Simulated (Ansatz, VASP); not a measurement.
# H15C19 (C wire along [111], 38 atoms a period, H-terminated): VASP beside Ansatz

Aim: how closely do two programs agree when they are given the same cell, functional and k mesh? The structure shown is the start of the Ansatz relaxation below; VASP solves that cell, so the two are compared at the walk's first step.

Method: plane waves, with VASP 6.6.1 beside it; single point at PBE, in Ansatz 0.2.0.

**1. Starting point**

The cell holds 68 atoms: 38 C and 30 H. Its edges and angles: a = 13.678 Å, b = 14.742 Å, c = 6.183 Å, α = 90.0°, β = 90.0°, γ = 90.0°. Vacuum lies along a and b. The structure's axis is c.

**2. Ansatz: relaxation, PBE**

Ansatz runs on its PAW soft_1 files.

The two programs are compared at the cell with which this relaxation starts, whose forces are those of its first step.

input.yaml reads:

```yaml
crystal:
  lattice:
    - [13.678, 0.0, 0.0]
    - [0.0, 14.742, 0.0]
    - [0.0, 0.0, 6.183421383]
  atoms:
    - { symbol: C, position: [0.407710321, 0.4505573, 0.0] }
    - { symbol: C, position: [0.499988842, 0.302261981, 0.0] }
    - { symbol: C, position: [0.592267362, 0.4505573, 0.0] }
    - { symbol: C, position: [0.315431801, 0.59885262, 0.25] }
    - { symbol: C, position: [0.407710321, 0.4505573, 0.25] }
    - { symbol: C, position: [0.499988842, 0.302261981, 0.25] }
    - { symbol: C, position: [0.499988842, 0.59885262, 0.25] }
    - { symbol: C, position: [0.592267362, 0.4505573, 0.25] }
    - { symbol: C, position: [0.684545883, 0.59885262, 0.25] }
    - { symbol: H, position: [0.248574353, 0.436939736, 0.272956835] }
    - { symbol: H, position: [0.315431801, 0.32949711, 0.272956835] }
    - { symbol: H, position: [0.433131394, 0.733530374, 0.272956835] }
    - { symbol: H, position: [0.56684629, 0.733530374, 0.272956835] }
    - { symbol: H, position: [0.684545883, 0.32949711, 0.272956835] }
    - { symbol: H, position: [0.751403331, 0.436939736, 0.272956835] }
    - { symbol: H, position: [0.248574353, 0.563038411, 0.310376499] }
    - { symbol: H, position: [0.315431801, 0.670481037, 0.310376499] }
    - { symbol: H, position: [0.433131394, 0.266447773, 0.310376499] }
    - { symbol: H, position: [0.56684629, 0.266447773, 0.310376499] }
    - { symbol: H, position: [0.684545883, 0.670481037, 0.310376499] }
    - { symbol: H, position: [0.751403331, 0.563038411, 0.310376499] }
    - { symbol: C, position: [0.315431801, 0.401125527, 0.333333333] }
    - { symbol: C, position: [0.407710321, 0.549420846, 0.333333333] }
    - { symbol: C, position: [0.499988842, 0.401125527, 0.333333333] }
    - { symbol: C, position: [0.499988842, 0.697716166, 0.333333333] }
    - { symbol: C, position: [0.592267362, 0.549420846, 0.333333333] }
    - { symbol: C, position: [0.684545883, 0.401125527, 0.333333333] }
    - { symbol: C, position: [0.315431801, 0.401125527, 0.583333333] }
    - { symbol: C, position: [0.407710321, 0.549420846, 0.583333333] }
    - { symbol: C, position: [0.499988842, 0.401125527, 0.583333333] }
    - { symbol: C, position: [0.499988842, 0.697716166, 0.583333333] }
    - { symbol: C, position: [0.592267362, 0.549420846, 0.583333333] }
    - { symbol: C, position: [0.684545883, 0.401125527, 0.583333333] }
    - { symbol: H, position: [0.248574353, 0.535803282, 0.606290168] }
    - { symbol: H, position: [0.340852874, 0.684098601, 0.606290168] }
    - { symbol: H, position: [0.407710321, 0.280065337, 0.606290168] }
    - { symbol: H, position: [0.592267362, 0.280065337, 0.606290168] }
    - { symbol: H, position: [0.65912481, 0.684098601, 0.606290168] }
    - { symbol: H, position: [0.751403331, 0.535803282, 0.606290168] }
    - { symbol: H, position: [0.248574353, 0.365311319, 0.643709832] }
    - { symbol: H, position: [0.499988842, 0.769344583, 0.643709832] }
    - { symbol: H, position: [0.751403331, 0.365311319, 0.643709832] }
    - { symbol: C, position: [0.315431801, 0.499989073, 0.666666667] }
    - { symbol: C, position: [0.407710321, 0.351693754, 0.666666667] }
    - { symbol: C, position: [0.407710321, 0.648284393, 0.666666667] }
    - { symbol: C, position: [0.499988842, 0.499989073, 0.666666667] }
    - { symbol: C, position: [0.592267362, 0.648284393, 0.666666667] }
    - { symbol: C, position: [0.592267362, 0.351693754, 0.666666667] }
    - { symbol: C, position: [0.684545883, 0.499989073, 0.666666667] }
    - { symbol: C, position: [0.315431801, 0.499989073, 0.916666667] }
    - { symbol: C, position: [0.407710321, 0.351693754, 0.916666667] }
    - { symbol: C, position: [0.407710321, 0.648284393, 0.916666667] }
    - { symbol: C, position: [0.499988842, 0.499989073, 0.916666667] }
    - { symbol: C, position: [0.592267362, 0.648284393, 0.916666667] }
    - { symbol: C, position: [0.592267362, 0.351693754, 0.916666667] }
    - { symbol: C, position: [0.684545883, 0.499989073, 0.916666667] }
    - { symbol: H, position: [0.248574353, 0.634666828, 0.939623501] }
    - { symbol: H, position: [0.499988842, 0.230633564, 0.939623501] }
    - { symbol: H, position: [0.751403331, 0.634666828, 0.939623501] }
    - { symbol: H, position: [0.248574353, 0.464174865, 0.977043165] }
    - { symbol: H, position: [0.340852874, 0.315879546, 0.977043165] }
    - { symbol: H, position: [0.407710321, 0.71991281, 0.977043165] }
    - { symbol: H, position: [0.592267362, 0.71991281, 0.977043165] }
    - { symbol: H, position: [0.65912481, 0.315879546, 0.977043165] }
    - { symbol: H, position: [0.751403331, 0.464174865, 0.977043165] }
    - { symbol: C, position: [0.315431801, 0.59885262, 0.0] }
    - { symbol: C, position: [0.499988842, 0.59885262, 0.0] }
    - { symbol: C, position: [0.684545883, 0.59885262, 0.0] }
kpoints:
  mp_grid: { grid: [1, 1, 13] }
scf:
  occupations: { method: fermi_dirac, width: 0.05 }
hamiltonian:
  xc: pbe
  pseudopotentials: { kind: paw, azcp: { folder: soft_1 } }
relax:
  cell: { fix: [a, b, alpha, beta, gamma] }
  max_steps: 45
  f_tol: 0.03
```

On the command line:

```bash
$ ansatz run input.yaml --threads 4 --pin off --max-ram 16384MiB --backend cpu --events-out ev --progress --plain --runs-dir out
```

Numbers of over 12 decimals in the logs are rounded to 6 here.

Log:

```text
Engine: ansatz 0.2.0, aarch64-unknown-linux-gnu
Pseudopotentials: kind: paw
Pseudopotential: C, paw, valence charge 4, recommended cutoff 420 eV (normal), soft_1/C.paw.azcp
Pseudopotential: H, paw, valence charge 1, recommended cutoff 420 eV (normal), soft_1/H.paw.azcp
Functional definition: PBE
  parameter kappa = 0.804
  parameter beta = 0.066725
  exchange = pbe_x(kappa = kappa, mu = beta*pi^2/3)
  correlation = pbe_c(beta = beta)
Crystal: 68 atoms, lattice volume = 1246.832 Å³
Basis set: ecut = 420 eV, 24357 PW (Γ), exchange–correlation on 192×200×90 points (8 copies of the dense FFT grid, shifted against one another)
Bands: 159, of which v1, the nominal top of the filled ones, is band 91 counted from 1 (90 counted from 0)
Symmetry: 4 space group operations
Space group: P2/m (ITA 10), of the structure as read, at distance tolerance 1.1e-4 Å
k-points: 7 of 13
Non-local potential: C, projectors of the file, l = 0: 2, l = 1: 2, l = 2: 1
Non-local potential: H, projectors of the file, l = 0: 2, l = 1: 1
PAW form: soft (Blöchl's): semilocal exchange-correlation on the pseudo side does not see the compensation charge
PAW one-centre angular grid: C, 110 points (default); XC on 64 Gauss nodes
PAW one-centre angular grid: H, 110 points (default); XC on 64 Gauss nodes
Initial density: superposition of atomic densities (neutral atoms: chi_scale 0, normalization atom)
Initial wavefunctions: pseudopotential atomic-orbital guess
Functional: x = pbe(κ = 0.804, μ = 0.219515), c = pbe(β = 0.066725)
SCF iter   1: F=—  HF=-10042.633122 eV  |F-HF|=—  |Δ(HF+E_count)|=         —  Δρ=7.69e-2  dr2=8.20e1  ethr=3.10e-3  ⟨swp⟩=7.6  Hψ=5996  notcnv=0  defer=197
preconditioner: auto → Resta (q_TF=auto, 1.980 Å⁻¹)  ε∞=1.7  [insulator: Δε(μ)=7.207 eV  Ē_g=17.005 eV  σ=0.050 eV  W_gap=1.00  n_scr=154 (ndim 8)  ℏωp=14.2 eV  f_vac=0.595  D(μ)=0.00/eV (n_scr^D=0)  ε∞_Penn≈1.7  vacuum switching on, ρ_ref=2.1e-2 e/Å³]
SCF iter   2: F=—  HF=-10017.235272 eV  |F-HF|=—  |Δ(HF+E_count)|=    2.54e1  Δρ=3.51e-2  dr2=1.01e1  ethr=3.10e-3  ⟨swp⟩=4.0  Hψ=2409  notcnv=0  defer=436
SCF iter   3: F=—  HF=-10014.525845 eV  |F-HF|=—  |Δ(HF+E_count)|=    2.71e0  Δρ=9.30e-3  dr2=1.15e0  ethr=3.10e-3  ⟨swp⟩=3.1  Hψ=1201  notcnv=0  defer=436
SCF iter   4: F=—  HF=-10014.338069 eV  |F-HF|=—  |Δ(HF+E_count)|=   1.88e-1  Δρ=2.39e-3  dr2=1.30e-1  ethr=6.30e-4  ⟨swp⟩=3.1  Hψ=1933  notcnv=0  defer=436
SCF iter   5: F=—  HF=-10014.320346 eV  |F-HF|=—  |Δ(HF+E_count)|=   1.77e-2  Δρ=8.10e-4  dr2=4.75e-3  ethr=7.17e-5  ⟨swp⟩=2.0  Hψ=1172  notcnv=0  defer=436
SCF iter   6: F=—  HF=-10014.323827 eV  |F-HF|=—  |Δ(HF+E_count)|=   3.48e-3  Δρ=2.43e-4  dr2=3.89e-4  ethr=2.61e-6  ⟨swp⟩=2.0  Hψ=1295  notcnv=0  defer=436
SCF iter   7: F=—  HF=-10014.324228 eV  |F-HF|=—  |Δ(HF+E_count)|=   4.00e-4  Δρ=7.12e-5  dr2=4.42e-5  ethr=2.14e-7  ⟨swp⟩=2.0  Hψ=1314  notcnv=0  defer=436
SCF iter   8: F=—  HF=-10014.323929 eV  |F-HF|=—  |Δ(HF+E_count)|=   2.98e-4  Δρ=1.21e-5  dr2=1.07e-6  ethr=2.43e-8  ⟨swp⟩=2.0  Hψ=1746  notcnv=0  defer=436
SCF iter   9: F=—  HF=-10014.323930 eV  |F-HF|=—  |Δ(HF+E_count)|=   1.01e-6  Δρ=3.68e-6  dr2=2.13e-7  ethr=5.49e-11  ⟨swp⟩=5.0  Hψ=3533  notcnv=0
SCF iter  10: F=-10014.323930 eV  HF=-10014.323930 eV  |F-HF|=2.92e-9  |Δ(HF+E_count)|=   4.66e-9  Δρ=1.22e-6  dr2=1.36e-8  ethr=5.49e-11  ⟨swp⟩=4.0  Hψ=2969  notcnv=0
SCF 1 converged in 10 iterations: F = -10014.323930 eV  dr2 = 1.36e-8
  greatest PAW one-centre occupation: 0.650 electrons in one spin orbital (limit 2), on the C atom at site 21 (counted from 0), in its partial waves of l = 0
relax step   1: F+E_penalty+E_count = -10014.32393044 eV  Δ(F+E_penalty+E_count) = +0.000e0 eV  max|allowed force component| = 8.506e-1 eV/Å  Δτ_max = 0.0000 Å  P = -0.353 GPa  Ω = 1246.832 Å³  fix = [a, b, alpha, beta, gamma]  reactions: a -1.265, b -1.266 GPa; alpha -0.000 GPa/rad  (10 SCF iters, dr2 threshold 1.00e-7 eV, accepted)
Crystal: 68 atoms, lattice volume = 1278.347 Å³
Basis set: ecut = 420 eV, 24985 PW (Γ), exchange–correlation on 192×200×90 points (8 copies of the dense FFT grid, shifted against one another)
Initial density: handed on by an earlier stage of this run
Initial wavefunctions: those handed on with the density
iter 1 solved again at ethr=5.20e-4 eV; its pass at ethr=3.10e-3 eV (dr2=9.46e-1 eV) is discarded
SCF iter   1: F=—  HF=-10015.192840 eV  |F-HF|=—  |Δ(HF+E_count)|=         —  Δρ=1.18e-2  dr2=9.67e-1  ethr=5.20e-4  ⟨swp⟩=7.3  Hψ=5763  notcnv=0  defer=1
preconditioner: auto → Resta (q_TF=auto, 1.971 Å⁻¹)  ε∞=1.9  [insulator: Δε(μ)=3.565 eV  Ē_g=14.728 eV  σ=0.050 eV  W_gap=1.00  n_scr=154 (ndim 8)  ℏωp=14.0 eV  f_vac=0.650  D(μ)=0.00/eV (n_scr^D=0)  ε∞_Penn≈1.9  vacuum switching on, ρ_ref=1.6e-2 e/Å³]
SCF iter   2: F=—  HF=-10015.027324 eV  |F-HF|=—  |Δ(HF+E_count)|=   1.66e-1  Δρ=5.30e-3  dr2=1.45e-1  ethr=5.20e-4  ⟨swp⟩=2.7  Hψ=1768  notcnv=0  defer=305
[...]
atom  19  H     -0.00041699    -0.00018907    -0.00076237
  atom  20  H      0.00042944    -0.00028397    -0.00072989
  atom  21  H     -0.00010515     0.00036275    -0.00079494
  atom  22  C      0.00226582     0.00129342     0.00004288
  atom  23  C     -0.00147655     0.00084283    -0.00127706
  atom  24  C      0.00000000    -0.00175032    -0.00126514
  atom  25  C     -0.00000000    -0.00261331     0.00006339
  atom  26  C      0.00147655     0.00084283    -0.00127706
  atom  27  C     -0.00226582     0.00129342     0.00004288
  atom  28  C      0.00314333     0.00182801     0.00139805
  atom  29  C      0.00149992    -0.00087616     0.00332375
  atom  30  C      0.00000000     0.00175336     0.00333030
  atom  31  C      0.00000000    -0.00361639     0.00141174
  atom  32  C     -0.00149992    -0.00087616     0.00332375
  atom  33  C     -0.00314333     0.00182801     0.00139805
  atom  34  H     -0.00112393     0.00053266     0.00018545
  atom  35  H     -0.00102020     0.00071274     0.00018739
  atom  36  H     -0.00010090    -0.00125729     0.00019019
  atom  37  H      0.00010090    -0.00125729     0.00019019
  atom  38  H      0.00102020     0.00071274     0.00018739
  atom  39  H      0.00112393     0.00053266     0.00018545
  atom  40  H     -0.00228674    -0.00132043     0.00011249
  atom  41  H      0.00000000     0.00264171     0.00011129
  atom  42  H      0.00228674    -0.00132043     0.00011249
[...]
atom  61  H     -0.00102020    -0.00071274    -0.00018739
  atom  62  H     -0.00010090     0.00125729    -0.00019019
  atom  63  H      0.00010090     0.00125729    -0.00019019
  atom  64  H      0.00102020    -0.00071274    -0.00018739
  atom  65  H      0.00112393    -0.00053266    -0.00018545
  atom  66  C      0.00314333    -0.00182801    -0.00139805
  atom  67  C      0.00000000    -0.00175336    -0.00333030
  atom  68  C     -0.00314333    -0.00182801    -0.00139805
  max |Σ_I F_I| component: 8.67e-19 eV/Å
--- Stress (GPa, compression-positive) ---
        0.003310       0.000000       0.000000
        0.000000       0.001032      -0.000001
        0.000000       0.000002       0.003133
  P = ⅓ Tr σ = 0.0025 GPa (0.025 kbar)
--- Relaxed structure (5 steps of the walk, 5 accepted, 2 SCFs on fresh bases) ---
  F+E_penalty+E_count = -10015.17804201 eV   max|allowed force component| = 4.619e-3 eV/Å   (the final SCF, on the basis selected at the relaxed cell)
  cell:  # Å, volume = 1268.5558 Å³
    - [13.678, 0.0, 0.0]
    - [0.0, 14.742, 0]
    - [0.0, 0, 6.291158]
  atoms:
    - { symbol: C, position: [0.406706, 0.450020, 0.00112535] }
    - { symbol: C, position: [0.499989, 0.303302, -0.00194288] }
    - { symbol: C, position: [0.593271, 0.450020, 0.00112535] }
    - { symbol: C, position: [0.315121, 0.599020, 0.241010] }
    - { symbol: C, position: [0.406326, 0.449816, 0.250586] }
    - { symbol: C, position: [0.499989, 0.301929, 0.241007] }
    - { symbol: C, position: [0.499989, 0.600335, 0.250588] }
    - { symbol: C, position: [0.593652, 0.449816, 0.250586] }
    - { symbol: C, position: [0.684856, 0.599020, 0.241010] }
    - { symbol: H, position: [0.247512, 0.433021, 0.286166] }
    - { symbol: H, position: [0.311251, 0.330600, 0.286172] }
    - { symbol: H, position: [0.436254, 0.736341, 0.286173] }
    - { symbol: H, position: [0.563723, 0.736341, 0.286173] }
    - { symbol: H, position: [0.688726, 0.330600, 0.286172] }
    - { symbol: H, position: [0.752466, 0.433021, 0.286166] }
    - { symbol: H, position: [0.247512, 0.566957, 0.297168] }
    - { symbol: H, position: [0.311251, 0.669379, 0.297161] }
    - { symbol: H, position: [0.436254, 0.263637, 0.297161] }
    - { symbol: H, position: [0.563723, 0.263637, 0.297161] }
    - { symbol: H, position: [0.688726, 0.669379, 0.297161] }
    - { symbol: H, position: [0.752466, 0.566957, 0.297168] }
    - { symbol: C, position: [0.315121, 0.400958, 0.342323] }
    - { symbol: C, position: [0.406326, 0.550162, 0.332747] }
    - { symbol: C, position: [0.499989, 0.399643, 0.332745] }
    - { symbol: C, position: [0.499989, 0.698049, 0.342327] }
    - { symbol: C, position: [0.593652, 0.550162, 0.332747] }
    - { symbol: C, position: [0.684856, 0.400958, 0.342323] }
    - { symbol: C, position: [0.316402, 0.401645, 0.585272] }
    - { symbol: C, position: [0.406706, 0.549958, 0.582208] }
    - { symbol: C, position: [0.499989, 0.400049, 0.582205] }
    - { symbol: C, position: [0.499989, 0.696676, 0.585276] }
    - { symbol: C, position: [0.593271, 0.549958, 0.582208] }
    - { symbol: C, position: [0.683576, 0.401645, 0.585272] }
    - { symbol: H, position: [0.249678, 0.534146, 0.616009] }
    - { symbol: H, position: [0.342952, 0.684039, 0.616007] }
    - { symbol: H, position: [0.406715, 0.281782, 0.616002] }
    - { symbol: H, position: [0.593262, 0.281782, 0.616002] }
    - { symbol: H, position: [0.657026, 0.684039, 0.616007] }
    - { symbol: H, position: [0.750300, 0.534146, 0.616009] }
    - { symbol: H, position: [0.250631, 0.366416, 0.645215] }
    - { symbol: H, position: [0.499989, 0.767140, 0.645220] }
    - { symbol: H, position: [0.749347, 0.366416, 0.645215] }
    - { symbol: C, position: [0.316607, 0.499215, 0.669881] }
    - { symbol: C, position: [0.407575, 0.353026, 0.669878] }
    - { symbol: C, position: [0.409021, 0.647727, 0.669883] }
[...]
- { symbol: C, position: [0.407575, 0.646952, 0.913456] }
    - { symbol: C, position: [0.499989, 0.499989, 0.918228] }
    - { symbol: C, position: [0.592403, 0.646952, 0.913456] }
    - { symbol: C, position: [0.590957, 0.352251, 0.913451] }
    - { symbol: C, position: [0.683370, 0.500763, 0.913453] }
    - { symbol: H, position: [0.250631, 0.633562, 0.938118] }
    - { symbol: H, position: [0.499989, 0.232838, 0.938114] }
    - { symbol: H, position: [0.749347, 0.633562, 0.938118] }
    - { symbol: H, position: [0.249678, 0.465832, 0.967324] }
    - { symbol: H, position: [0.342952, 0.315939, 0.967326] }
    - { symbol: H, position: [0.406715, 0.718196, 0.967331] }
    - { symbol: H, position: [0.593262, 0.718196, 0.967331] }
    - { symbol: H, position: [0.657026, 0.315939, 0.967326] }
    - { symbol: H, position: [0.750300, 0.465832, 0.967324] }
    - { symbol: C, position: [0.316402, 0.598333, -0.00193892] }
    - { symbol: C, position: [0.499989, 0.599929, 0.00112867] }
    - { symbol: C, position: [0.683576, 0.598333, -0.00193892] }
```

In the SCF lines HF is the Harris–Foulkes energy and dr2 the Hartree energy of the density residual, in eV; the loop may stop once dr2 is under the threshold and the program's other checks hold. Hψ counts applications of the Hamiltonian.

(Continued in part 2 of 2.)

[Lines on the potential files, build, host, timing and source positions are cut from VASP's logs without a mark.]

[Logs are printed without paths, hosts, clocks, repeated set-up lines and the standing remarks that a program may print on its own settings, such as how far it seeks lower states.]

[Hosts, paths, dates, database ids (printed as entryN), source tags and the programs' standing remarks are cut or masked in the printed files.]
